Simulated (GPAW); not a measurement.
# N in GPAW: convergence with plane-wave cutoff (eV)

The system is N.

```xyz
8
Lattice="5.5605 0.0000 0.0000 0.0000 5.5605 0.0000 0.0000 0.0000 5.5605" Properties=species:S:1:pos:R:3 pbc="T T T"
N     0.3192    2.4611    3.0994
N     2.4611    3.0994    0.3192
N     3.0994    0.3192    2.4611
N     5.2414    5.2414    5.2414
N     5.2414    3.0994    2.4611
N     3.0994    2.4611    5.2414
N     2.4611    5.2414    3.0994
N     0.3192    0.3192    0.3192
```

- Program: GPAW 26.7.0
- Task: convergence study
- Functional: PBE
- Potentials or basis: JTH PAW 2.0, PBE
- Cutoff: 300 eV
- Basis: pw
- k mesh: 4 × 4 × 4
- Occupations: fermi-dirac, width 0.05 eV
- Spin: no spin polarisation

These are the settings of the first run; the series varies plane-wave cutoff (eV), with any setting tied to it.

Hardware: 1 thread of Arm Neoverse N1 (shared host).

Task: The values tried are 300, 350, 400, 500, 600, 700, 800, 1000, 1200, loosest first. From which on does the energy stay within 1 meV/atom of the tightest run that finished?

Result: From 1000 on.

```tsv
plane-wave cutoff (eV)	energy less the tightest run, at zero smearing (meV/atom)	pressure (GPa)	largest force (eV/Å)	gap on the mesh (eV)	SCF cycles	CPU time (s)	peak memory (GiB)
300	1750.55	-34.38	0.716	7.171	10	37	0.17
350	905.57	-21.51	0.423	7.208	10	40	0.17
400	335.16	-10.77	0.060	7.195	10	56	0.19
500	21.66	-1.96	0.200	7.181	10	72	0.21
600	9.95	0.69	0.386	7.178	10	71	0.24
700	43.46	0.73	0.483	7.238	10	120	0.28
800	35.07	-0.79	0.476	7.226	10	150	0.33
1000	-0.57	-0.53	0.383	7.180	10	200	0.39
1200	0.00	0.46	0.513	7.189	10	270	0.47
```

Against the tightest run, the gap on the mesh stays within 0.01 eV from 1000 on. Not settled before the last step: the pressure (to 0.1 GPa), the largest force (to 0.005 eV/Å). The tightest run that finished is the yardstick and may itself not be fully converged.

Caveat, for the tightest run too: the program truncates these outside data sets.
